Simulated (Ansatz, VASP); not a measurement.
## Si24O47 (V_O) in two plane-wave programs

Aim: how closely do two programs agree when they are given the same cell, functional and k mesh? The cell is taken from a series of runs on this material, whose earlier steps may have relaxed, scaled, displaced or heated it; both programs get it as it stands.

Method: plane waves, with VASP 6.6.1 beside it; single point at PBEsol, in Ansatz 0.2.0.

## 1. Set-up

The cell holds 71 atoms: 24 Si and 47 O. Its edges and angles: a = 9.897 Å, b = 9.897 Å, c = 10.883 Å, α = 90.0°, β = 90.0°, γ = 120.0°. It derives from SiO2 (SiO2 (P3_121)). Nearest the centre at fractional (0.294, 0.427, 0.559): Si12 at 1.57 Å, Si4 at 1.66 Å, O45 at 2.28 Å, O25 at 2.48 Å, O30 at 2.51 Å, O32 at 2.58 Å, O46 at 2.58 Å, O33 at 2.71 Å. The cell carries charge +1.

As a file:

```cif
data_structure
_symmetry_space_group_name_H-M 'P 1'
_symmetry_Int_Tables_number 1
_cell_length_a 9.8968
_cell_length_b 9.8968
_cell_length_c 10.8826
_cell_angle_alpha 90.000
_cell_angle_beta 90.000
_cell_angle_gamma 120.000
_cell_volume 923.12
loop_
_atom_site_label
_atom_site_type_symbol
_atom_site_fract_x
_atom_site_fract_y
_atom_site_fract_z
_atom_site_occupancy
Si1 Si 0.26369 0.26389 0.00225 1
Si2 Si 0.99396 0.24316 0.33450 1
Si3 Si 0.23207 0.99871 0.16757 1
Si4 Si 0.26170 0.25785 0.50426 1
Si5 Si 0.99719 0.22840 0.83479 1
Si6 Si 0.23548 0.99160 0.67327 1
Si7 Si 0.26577 0.76633 0.00002 1
Si8 Si 0.99817 0.73389 0.33354 1
Si9 Si 0.23733 0.50290 0.16710 1
Si10 Si 0.26931 0.76116 0.49305 1
Si11 Si 0.99722 0.73356 0.83748 1
Si12 Si 0.23703 0.49022 0.66909 1
Si13 Si 0.76925 0.27146 0.99864 1
Si14 Si 0.49537 0.23922 0.33404 1
Si15 Si 0.74167 0.00539 0.16472 1
Si16 Si 0.75698 0.26628 0.50353 1
Si17 Si 0.50006 0.23665 0.83578 1
Si18 Si 0.73408 0.99911 0.66600 1
Si19 Si 0.76641 0.76688 0.00282 1
Si20 Si 0.50596 0.74027 0.32883 1
Si21 Si 0.73445 0.50177 0.16721 1
Si22 Si 0.76665 0.76758 0.50059 1
Si23 Si 0.50341 0.73444 0.83189 1
Si24 Si 0.73055 0.50251 0.67000 1
O25 O 0.12850 0.22404 0.40720 1
O26 O 0.29264 0.42708 0.05995 1
O27 O 0.07418 0.37103 0.22690 1
O28 O 0.20261 0.13204 0.10876 1
O29 O 0.35610 0.07597 0.28064 1
O30 O 0.42591 0.30878 0.44020 1
O31 O 0.13315 0.20436 0.89359 1
O32 O 0.07424 0.35244 0.71855 1
O33 O 0.20993 0.12719 0.60800 1
O34 O 0.36808 0.07170 0.77760 1
O35 O 0.42623 0.29255 0.94375 1
O36 O 0.13450 0.70701 0.39056 1
O37 O 0.29693 0.92900 0.06185 1
O38 O 0.06922 0.86313 0.22473 1
O39 O 0.20908 0.63644 0.10781 1
O40 O 0.36849 0.57546 0.27500 1
O41 O 0.43515 0.80599 0.43286 1
O42 O 0.13407 0.70631 0.89238 1
O43 O 0.28945 0.90861 0.57161 1
O44 O 0.06930 0.86641 0.73080 1
O45 O 0.21725 0.60798 0.58215 1
O46 O 0.37256 0.56607 0.76978 1
O47 O 0.42395 0.78913 0.93565 1
O48 O 0.61989 0.20427 0.40100 1
O49 O 0.79576 0.43260 0.05889 1
O50 O 0.57115 0.36559 0.22473 1
O51 O 0.71527 0.14091 0.10630 1
O52 O 0.86965 0.07682 0.27544 1
O53 O 0.91730 0.30121 0.43711 1
O54 O 0.63681 0.21112 0.89220 1
O55 O 0.78843 0.42895 0.56324 1
O56 O 0.56639 0.36824 0.72777 1
O57 O 0.70685 0.13525 0.61024 1
O58 O 0.86117 0.06736 0.77714 1
O59 O 0.93120 0.30161 0.93517 1
O60 O 0.63572 0.70913 0.39272 1
O61 O 0.80095 0.93329 0.05778 1
O62 O 0.57824 0.86832 0.21987 1
O63 O 0.70443 0.63613 0.11072 1
O64 O 0.86274 0.57080 0.27686 1
O65 O 0.92918 0.79395 0.44294 1
O66 O 0.63657 0.70804 0.89354 1
O67 O 0.79751 0.93187 0.55814 1
O68 O 0.57061 0.86067 0.72125 1
O69 O 0.70354 0.63698 0.60936 1
O70 O 0.86227 0.57263 0.77724 1
O71 O 0.92881 0.79258 0.94661 1
```

## 2. Ansatz: single point, PBEsol

Ansatz runs on its PAW soft_1 files.

A single point gives forces, pressure and levels at one fixed geometry, so differences don't come from the geometry; what else differs is listed under the comparison.

Contents of input.yaml:

```yaml
crystal:
  checkpoint: "../qp1_M1.relax.run"
  host: checkpoint
total_charge: 1
basis:
  ecutwfc: 420
  xc_grid: 2
hamiltonian:
  xc: pbesol
  pseudopotentials: { kind: paw, azcp: { folder: soft_1 }, xc_functional: pbe }
kpoints:
  mp_grid: { grid: [3, 3, 3] }
magnetization:
  spin_polarized: true
  initial_magnetization: 1
  spin_locking: { lock_magnetization: hard }
scf:
  occupations: { method: fixed }
  max_iter: 80
output:
  forces: true
  charged_corrections:
    epsilon: [2.49, 2.49, 2.52]
    static_epsilon: [4.63, 4.63, 4.85]
    defect_position: [0.293757, 0.427297, 0.559361]
  eigenvalues: true
checkpoint:
  read: "../qp1_M1.relax.run"
  write: "../qp1_M1.km3.run"
  compress: false
  write_wavefunctions: false
  write_every: 100000
```

Run with:

```
> ansatz run input.yaml --threads 32 --pin off --max-ram 84787MiB --backend cuda --events-out ev --progress --plain --runs-dir out --max-vram 78GiB
```

Numbers of over 12 decimals in the logs are rounded to 6 here.

Log:

```text
crystal.checkpoint: the structure is that of <dir>, a `relax` run, at its step 8: its result, under pbesol at a charge of 1 e; 71 atoms read, 0 with a starting moment; crystal.structure_sha256 for this input is
Engine: ansatz 0.2.0, aarch64-unknown-linux-gnu
Pseudopotentials: kind: paw
Pseudopotential: Si, paw, valence charge 4, recommended cutoff 420 eV (normal), soft_1/Si.paw.azcp
Pseudopotential: O, paw, valence charge 6, recommended cutoff 420 eV (normal), soft_1/O.paw.azcp
Functional definition: PBEsol
  exchange = pbesol_x
  correlation = pbesol_c
concurrent solve slots: 14 of 28 are kept, ahead of what memory takes: more than one for each k-point, shared evenly by the spin channels, would have no more bands in work at once but by rounding (a spin channel can take two rounds on 14, not one)
device memory: the entry about to start is reckoned to put 36.9 GiB on a device that reports 167.6 GiB free (of which the cap on the GPU budget leaves the run 78.0 GiB)
GPU FFT provider: cuFFT
GPU libraries: cuBLAS 13.8.1, cuFFT 12.4.0, cuSOLVER 12.3.2
GPU matrix products: emulated (plane waves: as basis.precision tells), large ones in fixed point in workspaces of 1.00 GiB
Crystal: 71 atoms, lattice volume = 923.118 Å³
Basis set: ecut = 420 eV, 18049 PW (Γ), exchange–correlation on 144×144×150 points (8 copies of the dense FFT grid, shifted against one another)
Bands: 260, of which v1, the nominal top of the filled ones, is band 189 counted from 1 (188 counted from 0)
Symmetry: 1 space group operations
Space group: P1 (ITA 1), of the structure as read, at distance tolerance 9.7e-5 Å
Magnetic group: BNS 1.1 (UNI 1), of the structure as read, at distance tolerance 9.7e-5 Å
k-points: 14 of 27 (time reversal used)
Non-local potential: Si, projectors of the file, l = 0: 2, l = 1: 2, l = 2: 1
Non-local potential: O, projectors of the file, l = 0: 2, l = 1: 2, l = 2: 1
PAW form: soft (Blöchl's): semilocal exchange-correlation on the pseudo side does not see the compensation charge
PAW frozen core: Si, regenerated for the run's functional, and the local potential with it (the file was generated under x = pbe(κ = 0.804, μ = 0.219515), c = pbe(β = 0.066725))
PAW frozen core: O, regenerated for the run's functional, and the local potential with it (the file was generated under x = pbe(κ = 0.804, μ = 0.219515), c = pbe(β = 0.066725))
PAW one-centre angular grid: Si, 110 points (default); XC on 64 Gauss nodes
PAW one-centre angular grid: O, 110 points (default); XC on 64 Gauss nodes
Initial density: read from a saved state, or passed on in memory by an earlier SCF of this step, an earlier step, the calling program or the single point that the run made first
Stability of the state it starts from, as read at its close in the collinear treatment: not read negative (Ritz values of 1 − χ₀K, real part plus size of imaginary part, from 1.0 to 1.5, by its mixing steps under no symmetry); read among states of the locked total moment alone; its run was given moments
Starting moments: Σ|m| = 1 μB on 71 of 71 sites; this step starts from the density that it was given
Initial wavefunctions: pseudopotential atomic-orbital guess — the wavefunctions supplied were not used: k-point sampling differs
GPU buffer pool allocated for 388800 grid points (all kernels)
GPU transforms: local potential and band sums: pruned to the plane-wave sphere, on 72×72×75
Functional: x = pbesol(κ = 0.804, μ = 0.123457), c = pbesol(β = 0.046)
iter 1 solved again at ethr=1.27e-7 eV; its pass at ethr=3.10e-3 eV (dr2=4.80e-4 eV) is discarded
SCF iter   1: F=—  HF=-41358.371709 eV  |Δ(HF+E_count)|=         —  Δρ=5.36e-5 (↑4.81e-5 ↓5.36e-5)  dr2=3.52e-5  dr2_m=1.15e-6  M=1.000 μB ∫|m|=1.034 μB  Hψ=51549
preconditioner: auto → Resta (q_TF=auto, 2.350 Å⁻¹)  ε∞=3.1  [insulator: Δε(μ)=1.843 eV  Ē_g=16.505 eV  n_scr=212 (ndim 8)  ℏωp=23.7 eV  f_vac=0.114  ε∞_Penn≈3.1]
spin=Collinear: Resta preconditioning applied to the charge; magnetization (m = ρ↑ − ρ↓) channel mixes plain (no charge-response kernel on spin).
SCF iter   2: F=—  HF=-41358.372935 eV  |Δ(HF+E_count)|=   1.23e-3  Δρ=3.57e-5 (↑3.21e-5 ↓3.57e-5)  dr2=1.43e-5  dr2_m=6.42e-7  M=1.000 μB ∫|m|=1.034 μB  Hψ=8135
SCF iter   3: F=—  HF=-41358.372932 eV  |Δ(HF+E_count)|=   2.07e-6  Δρ=6.36e-6 (↑5.24e-6 ↓6.36e-6)  dr2=6.81e-7  dr2_m=5.12e-8  M=1.000 μB ∫|m|=1.034 μB  Hψ=10927
SCF iter   4: F=—  HF=-41358.372933 eV  |Δ(HF+E_count)|=   5.45e-8  Δρ=1.71e-6 (↑1.71e-6 ↓1.56e-6)  dr2=7.35e-8  dr2_m=6.09e-9  M=1.000 μB ∫|m|=1.034 μB  Hψ=52222
SCF iter   5: F=-41358.372933 eV  HF=-41358.372933 eV  |Δ(HF+E_count)|=   3.00e-8  Δρ=6.86e-7 (↑6.73e-7 ↓6.86e-7)  dr2=1.31e-8  dr2_m=1.03e-10  M=1.000 μB ∫|m|=1.034 μB  Hψ=21054
SCF 1 converged in 5 iterations: F = -41358.372933 eV  dr2 = 1.31e-8
  greatest PAW one-centre occupation: 0.863 electrons in one spin orbital (limit 2), on the O atom at site 13 (counted from 0), in its partial waves of l = 0
SCF converged after 5 iterations
Magnetization: 1.0000 μB (189.0000 up, 188.0000 down)
Absolute magnetization: 1.0375 μB (∫|ρ↑−ρ↓|, with the PAW one-centre terms)
Spin contamination: 0.0018 ħ² per cell (⟨S²⟩ above its minimum at these occupations)
Per-site moments (μB) at R_I (Å): [(-3.82871875098434e-6, 0.667346), (0.000288779, 0.663662), (2.7334058541246306e-5, 0.667770), (0.049204, 0.655423), (9.611919900333396e-5, 0.667946), (0.000309661, 0.664917), (5.27921493400121e-5, 0.667770), (0.00196905, 0.667834), (0.022753, 0.660245
Free energy (F): -41358.372933 eV
Harris-Foulkes:  -41358.372933 eV  (|F-HF|=5.73e-9)
Internal energy: -41358.372933 eV  (E = F + TS)
E sigma→0 (E₀):  -41358.372933 eV
Fermi energy:    2.831439 (↑ 2.831439, ↓ 2.205199) eV
--- Per-component energies (eV) ---
  E_band       = -1732.022853
  E_kinetic    = 9100.457793
  E_local      = -23347.835013  (includes V_loc(G=0)·N_el)
  E_nonlocal   = 3004.007918
  E_hartree    = 8538.280721
  E_xc         = -4676.253758
  E_vxc        = -5425.969148  (∫ρ·V_xc dr)
  E_paw        = -19375.191948  (= ΣΔE_a)
  E_vpaw       = -2139.289736  (= ΣTr[D̂ρ^β])
  E_aug_tail   = 0.039177  (compensation charges beyond the density's cutoff)
  E_ewald      = -14604.293811
  E_core_change = 2.415989  (= ΣΔE_core)
  E_smearing   = -0.000000  (= −TS)
  E_closure    = 0.000000  (closes the sum)
  E_deformation_potential = 11.559657  (in the stress; not in F)
  Σ components = -41358.372933   (vs F -41358.372933, Δ=0.00e0)
--- Forces (eV/Å), atoms counted from 1 ---
  atom   1  Si     0.00257016     0.00396338     0.00066129
  atom   2  Si    -0.00471350    -0.00074629    -0.01578714
  atom   3  Si    -0.00263540    -0.00114093     0.00207180
  atom   4  O     -0.00806650    -0.00950125     0.01097262
  atom   5  O     -0.00140416    -0.00232885     0.00533421
  atom   6  O     -0.00003883     0.00732799     0.00922803
  [... 65 more lines of this table ...]
  max |Σ_I F_I| component: 8.73e-5 eV/Å
--- Charged-cell corrections in eV (Makov–Payne, q = +1.000 e, ε = [2.490, 2.490, 2.520] of the electrons, [4.630, 4.630, 4.850] with the ions) ---
  F (periodic)     = -41358.372933  (uncorrected; the corrections below are reported, never added to it)
  E_corr1          = +0.838554  (monopole, q²α_M/2ε̄L, of the cell on which ε is isotropic)
  F Makov-Payne    = n/a  (the rows are of the electrons' constant alone; ansatz place-levels tells what screens the charge)
  no potential alignment in this run, which stands beside a crystal: run the host's input off ansatz write-host-input, and read the two finished runs by ansatz place-levels (neither reads a slab, a wire or a sheet, whose cell leaves a vacuum)
--- Band table (eV; the first three rows and the last of 28) ---
  k-point 0 ↑: bands = ["-17.1275", "-16.8959", "-16.6866", "-16.6459", "-16.6039", "-16.5430", "-16.5211", "-16.4997", "-16.4267", "-16.2619", "-16.1902", "-16.1415", "-16.0965", "-16.0071", "-15.987
  k-point 1 ↑: bands = ["-17.0934", "-16.9404", "-16.7646", "-16.6507", "-16.5868", "-16.5516", "-16.5287", "-16.4371", "-16.3009", "-16.2598", "-16.1872", "-16.1443", "-16.1007", "-16.0085", "-15.990
  k-point 2 ↑: bands = ["-17.0639", "-16.9355", "-16.7376", "-16.6623", "-16.5994", "-16.5528", "-16.5144", "-16.4636", "-16.4242", "-16.3066", "-16.2008", "-16.1697", "-16.1406", "-16.0118", "-15.916
  k-point 13 ↓: bands = ["-17.0087", "-16.8739", "-16.7694", "-16.6740", "-16.6048", "-16.5525", "-16.5244", "-16.4486", "-16.2938", "-16.2270", "-16.1803", "-16.1436", "-16.0944", "-16.0141", "-15.99
```

In the SCF lines HF is the Harris–Foulkes energy and dr2 the Hartree energy of the density residual, in eV; the loop may stop once dr2 is under the threshold and the program's other checks hold. Hψ counts applications of the Hamiltonian.

[end of part 1 of 2]

[Lines on the potential files, build, host, timing and source positions are cut from VASP's logs without a mark.]

[Logs are printed without paths, hosts, clocks, repeated set-up lines and the standing remarks that a program may print on its own settings, such as how far it seeks lower states.]

[Hosts, paths, dates, database ids (printed as entryN), source tags and the programs' standing remarks are cut or masked in the printed files.]
